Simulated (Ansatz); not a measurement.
SnSe (started from an entry of an open crystallographic database) (r2SCAN+rVV10 geometry), in Ansatz:

```cif
data_structure
_symmetry_space_group_name_H-M 'P 1'
_symmetry_Int_Tables_number 1
_cell_length_a 4.2213
_cell_length_b 4.2213
_cell_length_c 4.2213
_cell_angle_alpha 60.000
_cell_angle_beta 60.000
_cell_angle_gamma 60.000
_cell_volume 53.19
loop_
_atom_site_label
_atom_site_type_symbol
_atom_site_fract_x
_atom_site_fract_y
_atom_site_fract_z
_atom_site_occupancy
Sn1 Sn 0.00000 0.00000 0.00000 1
Se1 Se 0.50000 0.50000 0.50000 1
```

G0W0@r2SCAN with 200 empty bands, a screening cutoff of 140 eV and a 4×4×4 mesh (PAW, contour deformation) gives 0.664 eV over the mesh points, from an r2SCAN gap of 0.569 eV; it sums over 215 bands with 181 plane waves in the screening and a wave cutoff of 500 eV. G0W0 here is at a finite number of bands, screening cutoff and k mesh, not at the basis limit. The values are computed, spin-unpolarised, and not measurements.

Q: Estimate the gap with empty bands 86, screening cutoff 80 eV.

A: 0.794 eV (+0.130 eV), from a Kohn-Sham gap of 0.569 eV.

Q: Another run gave a Kohn-Sham gap of 0.569 eV and a G0W0 gap of 0.797 eV, summing over 215 bands with 181 plane waves in the screening and a wave cutoff of 500 eV. What was changed?

A: Frequency model Godby-Needs pole. Only the quasiparticle gap differs.

Q: Estimate the gap with starting point HSE06, with them a wave cutoff of 420 eV.

A: 0.668 eV (+0.004 eV), from a Kohn-Sham gap of 0.621 eV.

No spin-orbit coupling is included; it can move band edges with weight on the heavy atoms by tenths of an eV.
